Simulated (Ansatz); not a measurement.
SiNi:

```
Ni Si
1.0
     2.94277    0.00000    0.00000
     0.00000    3.28033    0.00000
     0.00000    0.00000    4.67745
Ni Si
2 2
Direct
  0.50000 0.50000 0.34250
  0.00000 0.00000 0.65750
  0.50000 0.50000 0.84314
  0.00000 0.00000 0.15686
```

The cell is a database's computed one.

| Quantity | Value |
| --- | --- |
| Program | Ansatz 0.2.0 |
| Task | relaxation of cell and atoms |
| Functional | revPBE |
| Potentials or basis | Ansatz PAW |
| Cutoff | 420 eV (not typed: the program's choice for these potentials) |
| k mesh | 9 × 8 × 6 |
| Occupations | fermi-dirac, width 0.05 eV |
| Spin | collinear spin, ferromagnetic start |
| Starting moments | [1.0, 1.0, 0.0, 0.0] μB |

At the start: volume 11.29 Å³/atom.

**Question.** Where does the relaxation end?

**Answer.** It ends after 6 steps and the volume is 11.88 Å³/atom (+5.2 %); space group Pmmn (No. 59, to 0.05 Å); moment 0.00 μB per cell.

Step by step:
```csv
step,energy change (eV),largest force (eV/Å),volume (Å³)
1,0.0000,0.0881,45.15
2,-0.0519,0.0906,46.43
3,-0.0654,0.0255,47.42
4,-0.0656,0.0114,47.51
5,-0.0656,0.0053,47.52
6,-0.0664,0.0055,47.52
```

Final structure:
```
CELL_PARAMETERS angstrom
3.01321 0.00000 0.00000
0.00000 3.33504 0.00000
0.00000 0.00000 4.72844
ATOMIC_POSITIONS crystal
Ni 0.50000 0.50000 0.34197
Ni 0.00000 0.00000 0.65803
Si 0.50000 0.50000 0.84317
Si 0.00000 0.00000 0.15683
```

Caveat: the plane-wave basis is chosen anew once the cell has moved, so the energies of steps on either side of that aren't comparable; the PAW data sets come from PBE, with cores solved anew for the run's functional, which leaves a small shift of forces and pressure; the starting moments weren't kept.
